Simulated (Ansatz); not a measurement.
**Two Ansatz runs on SnSe**

The cell is COD entry 9008725, as deposited and not checked against the literature; nothing was relaxed. The listed cell was then made from it by scaling, straining or moving an atom.

First run: DFT, PBE, all-electron LAPW, scalar-relativistic (Ansatz 0.2.0).

Command: `ansatz run input.yaml --threads 1 --pin off --max-ram 2048MiB --backend cpu --events-out ev --progress --plain --runs-dir out` The run took 25 s on 1 thread of Arm Neoverse V1 (shared host), peak memory 0.46 GiB.

```yaml
crystal:
  lattice:
    - [0.0, 3.0405591592, 2.9498]
    - [3.0405591592, 0.0, 2.9498]
    - [3.0405591592, 3.0405591592, 0.0]
  atoms:
    - { symbol: Sn, position: [0.0, 0.0, 0.0] }
    - { symbol: Se, position: [0.5, 0.5, 0.5] }
kpoints:
  mp_grid: { grid: [9, 9, 9] }
scf:
  occupations: { method: fermi_dirac, width: 0.02 }
hamiltonian:
  xc: pbe
  pseudopotentials: { kind: all_electron, lapw: { basis_error: 0.00025 } }
output:
  forces: true
  stress: true
  eigenvalues: true
```

Result: converged; pressure 1.16 GPa; gap on the k mesh 0.52 eV (the mesh can miss the band edges); 7 SCF iterations.

Spin–orbit coupling is left out, though it moves levels of the heavy atoms by tenths of an eV or more.

A second input differs as follows:

```diff
@@ -1,7 +1,7 @@
 crystal:
   lattice:
-    - [0.0, 3.0405591592, 2.9498]
-    - [3.0405591592, 0.0, 2.9498]
-    - [3.0405591592, 3.0405591592, 0.0]
+    - [0.0, 2.12839141, 2.06486]
+    - [2.12839141, 0.0, 2.06486]
+    - [2.12839141, 2.12839141, 0.0]
   atoms:
     - { symbol: Sn, position: [0.0, 0.0, 0.0] }
@@ -11,4 +11,5 @@
 scf:
   occupations: { method: fermi_dirac, width: 0.02 }
+  max_iter: 80
 hamiltonian:
   xc: pbe
```

What is wrong with it, and what does the program do?

The fault is a lattice far too small. The run converged; pressure 571.9 GPa; no gap on the k mesh; 9 SCF iterations. The numbers describe a strongly squeezed or stretched cell, not the crystal at ambient pressure. The log ends:
```
  P = ⅓ Tr σ = 571.8784 GPa (5718.784 kbar)
--- Band table (eV; the first three rows and the last of 75) ---
  k-point 0: bands = ["-655.6037", "-655.5991", "-655.5991", "-430.4104", "-430.4104", "-430.4069", "-430.4065", "-430.4035", "-171.6606", "-111.1847", "-111.1487", "-111.1487", "-92.1058", "-48.0841", "-48.0023", "-48.0023", "-11.6283", "-11.5651", "-11.5207", "-11.5207", "-11.4806", "13.2429", "14.7869", "14.7976", "14.7976", "14.8404", "14.9806", "34.3024", "34.6430", "34.6430", "43.6907", "45.0408", "45.0408", "45.0496", "45.2605", "49.3027", "49.3027", "51.0602"]
  k-point 1: bands = ["-655.6037", "-655.5991", "-655.5991", "-430.4104", "-430.4104", "-430.4069", "-430.4065", "-430.4035", "-171.6606", "-111.1847", "-111.1487", "-111.1487", "-92.1055", "-48.0859", "-48.0046", "-48.0031", "-11.6243", "-11.5619", "-11.5190", "-11.5184", "-11.4792", "13.5547", "14.7238", "14.7582", "14.7992", "14.8715", "15.0071", "32.8865", "34.6387", "34.7816", "42.1859", "44.8500", "45.1967", "45.7496", "47.2149", "47.6459", "48.4865", "50.5462"]
  k-point 2: bands = ["-655.6037", "-655.5991", "-655.5991", "-430.4104", "-430.4104", "-430.4069", "-430.4065", "-430.4035", "-171.6606", "-111.1848", "-111.1488", "-111.1487", "-92.1049", "-48.0906", "-48.0102", "-48.0050", "-11.6140", "-11.5542", "-11.5148", "-11.5121", "-11.4755", "14.2161", "14.5743", "14.5816", "14.9867", "15.0337", "15.1567", "29.6008", "35.1684", "35.1848", "40.4758", "43.1209", "43.9976", "46.7647", "47.8609", "48.1007", "49.4290", "53.6690"]
  k-point 74: bands = ["-655.6037", "-655.5991", "-655.5991", "-430.4104", "-430.4104", "-430.4069", "-430.4065", "-430.4035", "-171.6606", "-111.1850", "-111.1488", "-111.1488", "-92.1028", "-48.1106", "-48.0161", "-48.0145", "-11.6199", "-11.5473", "-11.4909", "-11.4886", "-11.4880", "12.6045", "14.5544", "15.0811", "15.4869", "15.5468", "23.9843", "24.2185", "27.8619", "29.5855", "35.2866", "39.3229", "51.5031", "51.9342", "52.8327", "53.7477", "58.2762", "58.6764"]
```
